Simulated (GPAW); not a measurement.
**ZnS in GPAW: convergence with displacement (A) or strain**

Input of the first run (displacement (A) or strain 0.0005); the others differ in this setting and in those tied to it:

Contents of run.py:

```python
import json
import numpy as np
import spglib
from ase.calculators.mixing import SumCalculator
from ase.constraints import FixSymmetry
from ase.filters import FrechetCellFilter
from ase.io import read, write
from ase.optimize import BFGS
from ase.stress import full_3x3_to_voigt_6_stress, voigt_6_to_full_3x3_strain, voigt_6_to_full_3x3_stress
from ase.units import GPa
from dftd3.ase import DFTD3
from gpaw import GPAW, PW

atoms = read('POSCAR')

calc = GPAW(mode=PW(450),
            xc='RPBE',
            kpts={'size': (6, 6, 6), 'gamma': True},
            occupations={'name': 'fermi-dirac', 'width': 0.05},
            nbands=18,
            convergence={'density': 1e-06, 'eigenstates': 1e-09},
            maxiter=150,
            symmetry={'tolerance': 0.001},
            txt='gpaw.txt')
atoms.calc = SumCalculator([calc, DFTD3(method='rpbe', damping='d3zero')])
atoms.set_constraint(FixSymmetry(atoms))
BFGS(FrechetCellFilter(atoms), trajectory='relax.traj', logfile='-').run(fmax=0.005, steps=40)
atoms.set_constraint()
energy = atoms.get_potential_energy()
forces = atoms.get_forces()
stress = atoms.get_stress()
calc.write('gs.gpw')
write('result.traj', atoms)
print('Cell:', atoms.cell.cellpar().round(4))
print(atoms.get_scaled_positions().round(5))

gpts = tuple(int(n) for n in calc.get_number_of_grid_points())
cell = atoms.cell[:].T
dataset = spglib.get_symmetry((atoms.cell[:], atoms.get_scaled_positions(), atoms.numbers), symprec=1e-4)
rotations = [cell @ w @ np.linalg.inv(cell) for w in dataset['rotations']]
strains, clamped, relaxed = [], [], []
for v in [0, 3]:
    for e in (-0.0005, 0.0005):
        voigt = np.zeros(6)
        voigt[v] = e
        F = voigt_6_to_full_3x3_strain(voigt)
        a = atoms.copy()
        a.set_cell(atoms.cell[:] @ F, scale_atoms=True)
        c = GPAW(mode=PW(450),
                 xc='RPBE',
                 kpts={'size': (6, 6, 6), 'gamma': True},
                 occupations={'name': 'fermi-dirac', 'width': 0.05},
                 nbands=18,
                 convergence={'density': 1e-06, 'eigenstates': 1e-09},
                 maxiter=150,
                 symmetry={'tolerance': 0.001},
                 gpts=gpts,
                 txt=f'strain-{v}{e:+.3f}.txt')
        a.calc = SumCalculator([c, DFTD3(method='rpbe', damping='d3zero')])
        s0 = s1 = a.get_stress() - stress
        BFGS(a, logfile=None).run(fmax=0.003, steps=25)
        s1 = a.get_stress() - stress
        print(v, e, 'clamped', (s0 / GPa).round(3), 'relaxed', (s1 / GPa).round(3), flush=True)
        for R in rotations:  # images under the point group
            eps = R @ (F - np.eye(3)) @ R.T
            strains.append(full_3x3_to_voigt_6_stress(eps) * [1, 1, 1, 2, 2, 2])
            for s, rows in ((s0, clamped), (s1, relaxed)):
                rows.append(full_3x3_to_voigt_6_stress(R @ voigt_6_to_full_3x3_stress(s) @ R.T))

C0, C = (np.linalg.lstsq(np.array(strains), np.array(s), rcond=None)[0].T / GPa for s in (clamped, relaxed))
print('Clamped-ion Cij (GPa):')
print(C0.round(1))
print('Relaxed-ion Cij (GPa):')
print(C.round(1))
json.dump({'clamped': C0.tolist(), 'relaxed': C.tolist()}, open('elastic.json', 'w'))
```

The input POSCAR:

```
ZnS
1.0
    0.0000000000      2.7020000000      2.7020000000
    2.7020000000      0.0000000000      2.7020000000
    2.7020000000      2.7020000000      0.0000000000
Zn S
1 1
Direct
    0.7500000000      0.7500000000      0.7500000000
    0.0000000000      0.0000000000      0.0000000000
```

Potentials or basis: the program's PAW data sets (release 1.2.1) made for this functional, pw.

Launch:

```console
$ OMP_NUM_THREADS=1 python run.py
```

Hardware: 1 thread of Arm Neoverse V2, with other jobs on the host.

```tsv
displacement (A) or strain	energy less the tightest run, at zero smearing (meV/atom)	SCF cycles	CPU time (s)	peak memory (GiB)
0.0005	0.00	12	69	0.23
0.00125	0.00	12	80	0.22
0.0025	0.00	12	86	0.22
0.005	0.00	12	89	0.22
0.01	0.00	12	87	0.22
0.02	0.00	12	85	0.22
0.0375	0.00	12	89	0.22
```

Against the tightest run, the energy stays within 1 meV/atom from 0.0005 on. The tightest run that finished is the yardstick and may itself not be fully converged.

Caveat, for the tightest run too: the cutoff is short for stress and forces, so pressures can be off by a GPa or more; the density grid can change from cell to cell, which puts small steps into energies and stress; this is a loose point of a sweep.
